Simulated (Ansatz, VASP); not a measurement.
# HfN: VASP beside Ansatz

The input INCAR:

```
PREC = Accurate
ENCUT = 520
EDIFF = 1E-8
ISMEAR = -1
SIGMA = 0.05
LREAL = F
LASPH = T
NELM = 100
ALGO = Normal
ISIF = 2
LWAVE = F
LCHARG = F
GGA = PE
LEFG = T
NBANDS = 14
```

File KPOINTS:

```
regular mesh
0
Gamma
  16 16 16
```

File POSCAR:

```
HfN
1.0
    0.0000000000      2.2407196673      2.2407196673
    2.2407196673      0.0000000000      2.2407196673
    2.2407196673      2.2407196673      0.0000000000
Hf N
1 1
Direct
    0.0000000000      0.0000000000      0.0000000000
    0.5000000000      0.5000000000      0.5000000000
```

Input for Ansatz:

```yaml
crystal:
  lattice:
    - [0.0, 2.2407196673, 2.2407196673]
    - [2.2407196673, 0.0, 2.2407196673]
    - [2.2407196673, 2.2407196673, 0.0]
  atoms:
    - { symbol: Hf, position: [0.0, 0.0, 0.0] }
    - { symbol: "N", position: [0.5, 0.5, 0.5] }
kpoints:
  mp_grid: { grid: [16, 16, 16] }
scf:
  occupations: { method: fermi_dirac, width: 0.05 }
hamiltonian:
  xc: pbe
  pseudopotentials: { kind: paw }
output:
  forces: true
  stress: true
  eigenvalues: true
  efg: { contact_densities: true }
```

Change from the starting cell: volume scaled by 0.98, PAW files.

Alike in both runs: task electric field gradients; functional PBE; k mesh 16 × 16 × 16; occupations fermi-dirac, width 0.05 eV; no spin polarisation.

|  | VASP | Ansatz |
| --- | --- | --- |
| version | VASP 6.6.1 | Ansatz 0.2.0 |
| potentials or method | VASP PAW PBE potentials, release 64 (Hf_pv, N) | PAW with Ansatz's default frozen-core files, scalar-relativistic |
| plane-wave cutoff (eV) | 520 | 420 |
| valence electrons in the cell | 15 | 31 |

VASP gave:

```
pressure (GPa)                                                 : 10.3
Vzz of the field gradient on the site that differs most (V/Å²) : 0.0
```

Question: Estimate Ansatz's values.

Answer: Pressure (GPa): 12.8; Vzz of the field gradient on the site that differs most (V/Å²): 0.0.

With one functional, cell and mesh, what is left measures potentials, basis and numerics. The two sets of potentials don't hold the same shells in valence. Ansatz warned: «gradients_without_spin_orbit».

Spin-orbit coupling is left out, which matters for the levels of Hf.
